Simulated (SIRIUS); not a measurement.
The system is MoS2.

```
CELL_PARAMETERS angstrom
1.58000 0.91221 6.15000
-1.58000 0.91221 6.15000
0.00000 -1.82443 6.15000
ATOMIC_POSITIONS crystal
Mo 0.00000 0.00000 0.00000
S 0.41700 0.41700 0.41700
S 0.25000 0.25000 0.25000
```

Measurements of this composition are mostly on another form, of space group No. 194.

Base run:

```yaml
Program: SIRIUS 7.12.0
Functional: PBE
Potentials_or_basis: PseudoDojo 0.4.1 PBE standard (scalar relativistic)
Cutoff: 1102 eV
Density_cutoff: 4408 eV
k_mesh: 7 × 7 × 7
Occupations: fermi-dirac, width 0.05 eV
Spin: no spin polarisation
Hubbard_terms: Mo d U = 8 eV
```

Its results: band gap on the k mesh 0.99 eV; pressure 7.1 GPa; largest force 0.459 eV/Å.

**Question.** The run is repeated on the same cell with these changes: hubbard terms from Mo d U = 8 eV to Mo d U = 6 eV. What comes out?

**Answer.** Band gap on the k mesh 1.05 eV; pressure 5.6 GPa; largest force 0.500 eV/Å.

Caveats: an odd mesh through Γ misses points on the zone boundary, where band edges often lie.
